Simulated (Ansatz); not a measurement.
# Al2Ru: opening a crack plane

Al2Ru, I4/mmm, a = 3.122 Å, c = 8.445 Å. The structure is a Materials Project entry; whether it is the stable form wasn't checked. Ansatz: r2SCAN, PAW, 500 eV, Γ-centred 15×15×3 mesh on 12 atoms, Gaussian smearing 0.15 eV; no spin polarisation. One cut on (001) per cell of 12 atoms is opened rigidly by x, between planes of Al and Al that stand 1.54 Å apart; y is the energy per area (9.746 Å², 1 eV/Å² = 16.02 J/m²).

| x (Å) | y (J/m²) |
| --- | --- |
| 0.00 | 0.000 |
| 0.25 | 0.210 |
| 0.50 | ? |
| 0.75 | 1.232 |
| 1.00 | 1.762 |
| 1.50 | 2.549 |
| 2.00 | 2.995 |
| 3.00 | 3.369 |
| 4.50 | 3.523 |
| 6.00 | 3.543 |

Q: Fit the universal binding curve y = W[1 − (1 + x/l) e^(−x/l)] to the other rows, give the peak stress, and predict the missing value.

A: Least squares gives W = 3.54 J/m² and l = 0.600 Å. The stress dy/dx peaks at x = l with W/(e l) = 21.7 GPa, for rigid faces. At x = 0.50: x/l = 0.833, y = 0.719 J/m². The run gave 0.677 J/m², so the fit is 0.042 J/m² too high, a small miss on the scale of the series.

Cost: 12 runs of about 13 core-minutes in all, on Oxide Virtual Turin-like Processor (Zen 5) (shared hosts).